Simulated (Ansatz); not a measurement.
WS2 (Tungstenite), 6 atoms in the cell. It takes space group P6_3/mmc (No. 194, hexagonal). The conventional cell has a = 3.180 Å, b = 3.180 Å, c = 12.500 Å, α = 90.00°, β = 90.00°, γ = 120.00°. Around W (site symmetry -6m2) lie 6 S at 2.41 Å. Around S (site symmetry 3m) lie 3 W at 2.41 Å. 

- Program: Ansatz 0.2.0
- Task: relaxation of cell and atoms
- Functional: BLYP
- Dispersion: D4
- Potentials or basis: Ansatz PAW
- Cutoff: 420 eV (not typed: the program's choice for these potentials)
- k mesh: 10 × 10 × 3
- Occupations: fermi-dirac, width 0.05 eV
- Spin: no spin polarisation

Potentials or basis: Ansatz PAW.

Launch:

```bash
$ ansatz run input.yaml --threads 2 --pin off --max-ram 5632MiB --backend cpu --events-out ev --progress --plain --runs-dir out
```

Hardware: 2 threads of Intel(R) Xeon(R) Processor @ 2.50GHz (Skylake/Cascade Lake) (shared host).

Problem. How long does it take, and how much memory?

Solution. It took 39 s on 2 threads of Intel(R) Xeon(R) Processor @ 2.50GHz (Skylake/Cascade Lake), on a shared host, peak memory 0.46 GiB. Counts: scf iterations 39, plane waves 2105, k points 28, bands 32, ion steps 6.
